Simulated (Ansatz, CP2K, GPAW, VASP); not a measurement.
# Mg: programs and potentials compared

```
Mg
1.0
     3.20930    0.00000    0.00000
    -1.60465    2.77934    0.00000
     0.00000    0.00000    5.21030
Mg
2
Direct
  0.66667 0.33333 0.75000
  0.33333 0.66667 0.25000
```

Alike in all runs: task single point; functional PBE; k mesh 10 × 10 × 5; occupations gaussian, width 0.011 eV; no spin polarisation; no spin-orbit coupling. Pressure is positive in compression and, in plane waves, holds the error of the finite cutoff.

```tsv
program and potentials	plane-wave cutoff (eV)	notes	pressure (GPa)
CP2K, POTENTIAL_UZH Mg GTH-PBE-q10; TZVP-MOLOPT-PBE-GTH basis	-	atomic basis; 10 valence electrons an atom on average	0.58
Ansatz, all-electron LAPW, scalar-relativistic	-	-	-0.47
GPAW, GPAW PAW data sets (gpaw-data 1.2.1)	800	10 valence electrons an atom on average	?
VASP, PBE PAW files Mg, 520 eV	520	2 valence electrons an atom on average	-0.58
```

Task: Estimate from the other rows what the run with GPAW, GPAW PAW data sets (gpaw-data 1.2.1) gave.

Result: Pressure -0.54 GPa. The other rows, which needn't bracket it: pressure -0.58 to 0.58.
